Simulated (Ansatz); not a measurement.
**HgS: how the settings move a single-point run**

Aim: see which settings change the result for HgS, by how much, and at what cost.

Method: reference: DFT, PBE, plane waves, PAW, in Ansatz 0.2.0.

1 further run of the same task is left out (it didn't finish).

## 1. The starting structure

The structure is cubic, space group F-43m (No. 216). Conventional cell: a = 5.931 Å, b = 5.931 Å, c = 5.931 Å, α = 90.00°, β = 90.00°, γ = 90.00°. Hg (site symmetry -43m) is surrounded by 4 S at 2.57 Å. S (site symmetry -43m) has 4 Hg at 2.57 Å as nearest neighbours.

As a file:

```cif
data_structure
_symmetry_space_group_name_H-M 'P 1'
_symmetry_Int_Tables_number 1
_cell_length_a 4.1938
_cell_length_b 4.1938
_cell_length_c 4.1938
_cell_angle_alpha 60.000
_cell_angle_beta 60.000
_cell_angle_gamma 60.000
_cell_volume 52.15
loop_
_atom_site_label
_atom_site_type_symbol
_atom_site_fract_x
_atom_site_fract_y
_atom_site_fract_z
_atom_site_occupancy
Hg1 Hg 0.00000 0.00000 0.00000 1
S1 S 0.25000 0.25000 0.25000 1
```

## 2. Baseline

Contents of input.yaml:

```yaml
crystal:
  lattice:
    - [0.0, 2.9654361827, 2.9654361827]
    - [2.9654361827, 0.0, 2.9654361827]
    - [2.9654361827, 2.9654361827, 0.0]
  atoms:
    - { symbol: Hg, position: [0.0, 0.0, 0.0] }
    - { symbol: S, position: [0.25, 0.25, 0.25] }
kpoints:
  mp_grid: { grid: [6, 6, 6] }
hamiltonian:
  xc: pbe
  pseudopotentials: { azcp: { folder: soft_1 } }
scf:
  occupations: { method: fermi_dirac, width: 0.02 }
  n_extra_bands: 4
output:
  forces: true
  stress: true
  eigenvalues: true
```

Run with:

```bash
$ ansatz run input.yaml --threads 4 --pin off --max-ram 3686MiB --backend cpu --events-out ev --progress --plain --runs-dir out
```

## 3. Changing settings: preconditioner resta

input.yaml, as its differences from that of step 2:

```diff
@@ -16,2 +16,3 @@
   n_extra_bands: 4
+  mixing: { preconditioner: resta }
 output:
```

## 4. A run with other settings

input.yaml, as its differences from that of step 2:

```diff
@@ -14,3 +14,3 @@
 scf:
-  occupations: { method: fermi_dirac, width: 0.02 }
+  occupations: { method: fixed }
   n_extra_bands: 4
```

## 6. Changing settings: preconditioner none

input.yaml, as its differences from that of step 2:

```diff
@@ -16,2 +16,3 @@
   n_extra_bands: 4
+  mixing: { preconditioner: none }
 output:
```

## 7. A run with other settings

input.yaml, as its differences from that of step 2:

```diff
@@ -16,2 +16,4 @@
   n_extra_bands: 4
+  mixing: { beta: 1.0 }
+  max_iter: 70
 output:
```

## 9. Changed: occupations.width 0.001

input.yaml, as its differences from that of step 2:

```diff
@@ -14,3 +14,3 @@
 scf:
-  occupations: { method: fermi_dirac, width: 0.02 }
+  occupations: { method: fermi_dirac, width: 0.001 }
   n_extra_bands: 4
```

## 10. Changed: mp_grid.grid [3, 3, 3]

input.yaml, as its differences from that of step 2:

```diff
@@ -9,3 +9,3 @@
 kpoints:
-  mp_grid: { grid: [6, 6, 6] }
+  mp_grid: { grid: [3, 3, 3] }
 hamiltonian:
```

(Steps that only read results are left out.)

Before running it: what results should come out? Wanted: for each run, ending; energy change; pressure; gap; force.

As calculated:

| run | ending | energy change | pressure (GPa) | gap (eV) | force (eV/Å) | cycles | time |
| --- | --- | --- | --- | --- | --- | --- | --- |
| reference | converged | 0 | 1.7 | 0.00 | 0.00 | 7 | 1 s |
| 1: preconditioner resta | converged | 0.0 meV/atom | 1.7 | 0.00 | 0.00 | 8 | 1 s |
| 2: occupations.method fixed, width left out | converged | +0.1 meV/atom (σ→0) | 1.7 | 0.00 | 0.00 | 7 | 1.2 s |
| 3: preconditioner none | converged | 0.0 meV/atom | 1.7 | 0.00 | 0.00 | 7 | 1.1 s |
| 4: mixing.beta 1.0 | converged | 0.0 meV/atom | 1.7 | 0.00 | 0.00 | 7 | 1.2 s |
| 5: occupations.width 0.001 | converged | +0.1 meV/atom (σ→0) | 1.7 | 0.00 | 0.00 | 8 | 1.2 s |
| 6: mp_grid.grid [3, 3, 3] | converged | +92.5 meV/atom | 2.6 | 0.00 | 0.00 | 8 | 0.71 s |

Residual by cycle in the longest SCF loop of each run; runs are numbered as in the table. The quantity is the density residual dr2, in eV.

| cycle | reference | run 1 | run 2 | run 3 | run 4 | run 5 | run 6 |
| --- | --- | --- | --- | --- | --- | --- | --- |
| 1 | 0.265 | 0.265 | 0.265 | 0.265 | 0.265 | 0.265 | 0.313 |
| 2 | 0.037 | 0.0645 | 0.0369 | 0.037 | 0.408 | 0.168 | 0.161 |
| 3 | 0.00927 | 0.00207 | 0.0092 | 0.00927 | 0.0282 | 0.088 | 0.056 |
| 4 | 5.7e-4 | 1.1e-4 | 5.7e-4 | 5.7e-4 | 0.00157 | 0.0441 | 0.0178 |
| 5 | 9.5e-6 | 1.8e-5 | 9.6e-6 | 9.5e-6 | 2.0e-5 | 3.7e-4 | 7.5e-4 |
| 6 | 2.2e-7 | 2.8e-6 | 1.4e-7 | 2.2e-7 | 8.5e-8 | 7.1e-6 | 1.0e-5 |
| 7 | 6.6e-9 | 2.1e-7 | 6.4e-9 | 6.6e-9 | 2.3e-9 | 5.7e-8 | 3.3e-8 |
| 8 | - | 3.5e-9 | - | - | - | 1.1e-9 | 2.9e-10 |

Semilocal functionals close small gaps, so the missing gap need not be the real solid's.
